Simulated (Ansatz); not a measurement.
The system is TiSe.

```xyz
2
Lattice="0.0000 3.1030 3.1030 3.1030 0.0000 3.1030 3.1030 3.1030 0.0000" Properties=species:S:1:pos:R:3 pbc="T T T"
Ti    0.0000    0.0000    0.0000
Se    1.5515    1.5515    1.5515
```

The cell comes from a database or a generator and needn't be the stable form of this composition.

Program: Ansatz 0.2.0. Alike in all runs: task projected density of states; level r2SCAN+U; potentials or basis Ansatz PAW; no spin polarisation; cell as given; k mesh 8 × 8 × 8; cutoff (eV) 500; smearing fermi-dirac 0.05 eV.

Task: Order these runs on this cell by their pressure, lowest first.
A. U Ti d U = 2 eV
B. U Ti d U = 4 eV
C. U Ti d U = 8 eV

Result: A (-9.7 GPa), B (-8.0 GPa), C (-6.2 GPa).

Caveats: U without spin polarisation on a metal has little footing; the PAW data sets come from PBE, with cores solved anew for the run's functional, which leaves a small shift of forces and pressure.
